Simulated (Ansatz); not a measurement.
Crystal: Al2O3.

```
Al O
1.0
     4.61378    0.00000    0.00000
     0.00000    9.56328    0.00000
     0.00000    0.00000    3.11986
Al O
4 6
Direct
  0.98298 0.82457 0.00000
  0.01702 0.17543 0.00000
  0.48297 0.67543 0.50000
  0.51702 0.32457 0.50000
  0.50000 0.50000 0.50000
  0.12363 0.75305 0.50000
  0.37637 0.25305 0.00000
  0.62364 0.74695 0.00000
  0.00000 0.00000 0.00000
  0.87636 0.24695 0.50000
```

Measurements of this composition are mostly on another form, of space group No. 167.

Base run:

* Program: Ansatz 0.2.0
* Functional: BLYP
* Potentials or basis: Ansatz PAW
* Cutoff: 420 eV (not typed: the program's choice for these potentials)
* k mesh: 5 × 3 × 7
* Occupations: fermi-dirac, width 0.05 eV
* Spin: no spin polarisation

Its results: band gap on the k mesh 3.64 eV, direct; pressure 1.5 GPa; largest force 0.206 eV/Å.

Question: The run is repeated on the same cell with these changes: functional from BLYP to LDA. What comes out?

Answer: Band gap on the k mesh 3.36 eV, direct; pressure -6.5 GPa; largest force 0.203 eV/Å.

LDA binds more tightly than BLYP, so the same cell stands under less pressure.

Caveats: the PAW data sets come from PBE, with cores solved anew for the run's functional, which leaves a small shift of forces and pressure.
